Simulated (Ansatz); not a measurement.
## Rh under changes of volume

One of the cells (14.765 Å³/atom); the others are scaled copies at fixed shape and fractional positions:

```
Rh
1.0
     0.00000    1.94717    1.94717
     1.94717    0.00000    1.94717
     1.94717    1.94717    0.00000
Rh
1
Cartesian
  0.0000 0.0000 0.0000
```

```yaml
Program: Ansatz 0.2.0
Functional: PBE0
Potentials_or_basis: Ansatz PAW
Cutoff: "420 eV (not typed: the program's choice for these potentials)"
k_mesh: 7 × 7 × 7
Occupations: methfessel-paxton, width 0.15 eV
Spin: collinear spin, program default start
```

```tsv
volume (Å³/atom)	energy over the lowest point (meV/atom)	pressure (GPa)
13.879	0.00	-9.0
14.175	21.32	-14.0
14.470	51.23	-18.3
14.765	88.58	-22.1
15.061	132.47	-25.4
15.356	182.02	-28.2
15.651	?	?
```

What does the run at 15.651 Å³/atom give?

Energy over the lowest point 236.36 meV/atom; pressure -30.7 GPa.

Worked out: A Birch-Murnaghan fit of order 3 (a polynomial in V^(-2/3)) to the other rows has no minimum within the range. It gives 236.38 meV/atom at 15.651 Å³/atom, against the run's 236.36, and -dE/dV = -30.7 GPa, against -30.7.

Energies are extrapolated to zero smearing.

Caveats: all runs use coarse meshes; the magnetic or orbital state may not be the lowest; the PAW data sets come from PBE, with cores solved anew for the run's functional, which leaves a small shift of forces and pressure; the thresholds are loose for stress.
